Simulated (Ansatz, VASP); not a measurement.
## Bi: VASP and Ansatz over several settings

```
CELL_PARAMETERS angstrom
-2.02029 2.02029 2.02029
2.02029 -2.02029 2.02029
2.02029 2.02029 -2.02029
ATOMIC_POSITIONS crystal
Bi 0.00000 0.00000 0.00000
```

This isn't the form of Bi at room conditions, which is rhombohedral.

Single points on this cell with VASP 6.6.1 and Ansatz 0.2.0. Each row is one pair of runs. Alike in all rows: spin: off; k mesh: 9 × 9 × 9; smearing: fermi-dirac, width 0.05 eV.

| level | VASP's potentials, cutoff | Ansatz's potentials, cutoff | gap on the k mesh at the Fermi level (eV), VASP | gap on the k mesh at the Fermi level (eV), Ansatz | pressure (GPa), VASP | pressure (GPa), Ansatz |
| --- | --- | --- | --- | --- | --- | --- |
| r2SCAN | VASP PAW PBE potentials, release 64 (Bi_d), 520 eV | Ansatz PAW, 500 eV | none | none | -2.9 | -2.9 |
| LDA | VASP PAW LDA potentials, release 64 (Bi_d), 520 eV | Ansatz PAW, 420 eV | none | none | -5.7 | -5.7 |
| BLYP | VASP PAW PBE potentials, release 64 (Bi_d), 520 eV | Ansatz PAW, 420 eV | none | none | 1.8 | 1.7 |

Pressure (GPa): the two programs differ by at most 0.09.

A gap of «none» marks a metal or a gap that the smearing closes.

Caveats: spin-orbit coupling is left out, which moves the levels of the heavy elements; the PAW data sets were made with another functional, which shifts forces and pressure a little (VASP); the PAW data sets come from PBE, with cores solved anew for the run's functional, which leaves a small shift of forces and pressure (Ansatz).
